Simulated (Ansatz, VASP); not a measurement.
One calculation of Si, two programs

File INCAR:

```
ALGO     = Normal         # electronic algorithm
EDIFF    = 1E-6           # SCF threshold, eV
EDIFFG   = -0.005         # ionic threshold
ENCUT    = 600            # plane-wave cutoff, eV
GGA      = PE             # functional
IBRION   = 2              # ionic algorithm
ISIF     = 3              # what is computed and relaxed
ISMEAR   = 0              # smearing method
LASPH    = T              # aspherical terms in the spheres
LCHARG   = F              # write CHGCAR
LREAL    = F              # projectors in reciprocal space
LWAVE    = F              # write WAVECAR
NELM     = 100            # most SCF steps
NSW      = 100            # ionic steps
PREC     = Accurate       # precision mode
SIGMA    = 0.1            # smearing width, eV
```

File KPOINTS:

```
k-points
0
Gamma
  18 18 18
```

Contents of POSCAR:

```
Si
1.0
   -2.3713723045      2.3713723045      1.3292653899
    2.3713723045     -2.3713723045      1.3292653899
    2.3713723045      2.3713723045     -1.3292653899
Si
2
Direct
    0.2500000000      0.7500000000      0.5000000000
    0.5000000000      0.5000000000      0.0000000000
```

Input for Ansatz:

```yaml
crystal:
  lattice:
    - [-2.3713723045, 2.3713723045, 1.3292653899]
    - [2.3713723045, -2.3713723045, 1.3292653899]
    - [2.3713723045, 2.3713723045, -1.3292653899]
  atoms:
    - { symbol: Si, position: [0.25, 0.75, 0.5] }
    - { symbol: Si, position: [0.5, 0.5, 0.0] }
basis:
  ecutwfc: 420
kpoints:
  mp_grid: { grid: [18, 18, 18] }
hamiltonian:
  xc: pbe
scf:
  occupations: { method: gaussian, width: 0.1 }
output:
  forces: true
  stress: true
  eigenvalues: true
relax:
  adjacent_minimum: "off"
  f_tol: 0.005
  max_steps: 80
  cell: { stress_tol: 0.05 }
```

This isn't the form of Si at room conditions, which is diamond.

Alike in both runs: task relaxation of cell and atoms; functional PBE; k mesh 18 × 18 × 18; occupations gaussian, width 0.1 eV; no spin polarisation.

|  | VASP | Ansatz |
| --- | --- | --- |
| version | VASP 6.6.1 | Ansatz 0.2.0 |
| potentials or method | VASP PAW PBE potentials, release 64 (Si) | scalar-relativistic, plane waves, PAW |
| plane-wave cutoff (eV) | 600 | 420 |
| valence electrons in the cell | 8 | 8 |

VASP gave:

| Item | Value |
| --- | --- |
| gap on the k mesh at the Fermi level, each at its own relaxed structure (eV) | none |
| relaxed volume (Å³/atom) | 15.35 |
| relaxed cell length with the largest relative difference (Å) | 3.655 |
| energy change over the relaxation (meV/atom) | -5 |

Q: Estimate Ansatz's values.

A: gap on the k mesh at the Fermi level, each at its own relaxed structure (eV): none; relaxed volume (Å³/atom): 15.35; relaxed cell length with the largest relative difference (Å): 3.655; energy change over the relaxation (meV/atom): -6.

A gap of «none» marks a metal or a gap that the smearing closes.
